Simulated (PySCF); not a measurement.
**Pb in PySCF: convergence with k mesh**

Crystal: Pb.

```
CELL_PARAMETERS angstrom
-1.97966 1.97966 1.97966
1.97966 -1.97966 1.97966
1.97966 1.97966 -1.97966
ATOMIC_POSITIONS crystal
Pb 0.00000 0.00000 0.00000
```

This isn't the form of Pb at room conditions, which is fcc.

* Program: PySCF 2.14.0
* Task: convergence study
* Functional: BLYP
* Potentials or basis: DZVP-MOLOPT-SR/GTH-PBE (potentials made for PBE)
* k mesh: 3 × 3 × 3
* Occupations: fermi-dirac, width 0.05 eV
* Spin: no spin polarisation

These are the settings of the first run; the series varies k mesh, with any setting tied to it.

Hardware: 2 threads of Intel(R) Xeon(R) Platinum 8259CL CPU @ 2.50GHz (Skylake/Cascade Lake) (shared host).

```tsv
k mesh	energy less the tightest run, at zero smearing (meV/atom)	SCF cycles	CPU time (s)	peak memory (GiB)
3 × 3 × 3	133.54	3	24	0.21
4 × 4 × 4	241.70	3	33	0.34
5 × 5 × 5	83.28	4	68	0.54
7 × 7 × 7	0.00	3	390	2.5
8 × 8 × 8	timed out after 750 s	-	-	-
9 × 9 × 9	timed out after 750 s	-	-	-
```

Not settled before the last step: the energy (to 1 meV/atom). Meshes of other sizes hit other points, so gaps and Fermi surfaces needn't settle smoothly. The tightest run that finished is the yardstick and may itself not be fully converged.

Caveat, for the tightest run too: the basis of atomic orbitals isn't converged, which shifts pressures, moduli and gaps. The run has no spin-orbit coupling, so splittings on Pb are missing.
